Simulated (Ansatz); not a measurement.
# CoSi: the cost of one run

Method: DFT PBE, with the methods named in each step, in Ansatz 0.2.0.

## Step 1: The structure to begin with

Symmetry: Pm-3m, No. 221, cubic system. Conventional cell: a = 2.781 Å, b = 2.781 Å, c = 2.781 Å, α = 90.00°, β = 90.00°, γ = 90.00°. Co (site symmetry m-3m) has 8 Si at 2.41 Å as nearest neighbours. Around Si (site symmetry m-3m) lie 8 Co at 2.41 Å.

Structure file:

```
CELL_PARAMETERS angstrom
2.78133 0.00000 0.00000
0.00000 2.78133 0.00000
0.00000 0.00000 2.78133
ATOMIC_POSITIONS crystal
Co 0.00000 0.00000 0.00000
Si 0.50000 0.50000 0.50000
```

Atoms are numbered in the order of the input: Co1, Si2.

## Step 2: Free moments, LAPW

File input.yaml:

```yaml
crystal:
  lattice:
    - [2.781334, 0.0, 0.0]
    - [0.0, 2.781334, 0.0]
    - [0.0, 0.0, 2.781334]
  atoms:
    - { symbol: Co, position: [0.0, 0.0, 0.0], spin: 0.6 }
    - { symbol: Si, position: [0.5, 0.5, 0.5] }
magnetization:
  spin_polarized: true
kpoints:
  mp_grid: { grid: [14, 14, 14] }
scf:
  occupations: { method: fermi_dirac, width: 0.03 }
  lower_state_search: "off"
hamiltonian:
  xc: pbe
  pseudopotentials: { kind: all_electron, lapw: { basis_error: 0.0005 } }
output:
  forces: true
  stress: true
  eigenvalues: false
  populations: true
  dos: { projected: true, de: 0.1, e_range: [-8, 5] }
```

Started as:

```
$ ansatz run input.yaml --threads 1 --pin off --max-ram 3072MiB --backend cpu --events-out ev --progress --plain --runs-dir out
```

Q: Estimate wall time and peak memory on 1 thread of Intel Xeon Platinum 8259CL at 2.50GHz (Skylake/Cascade Lake), shared host.

About 52 s, with a peak of 0.62 GiB.
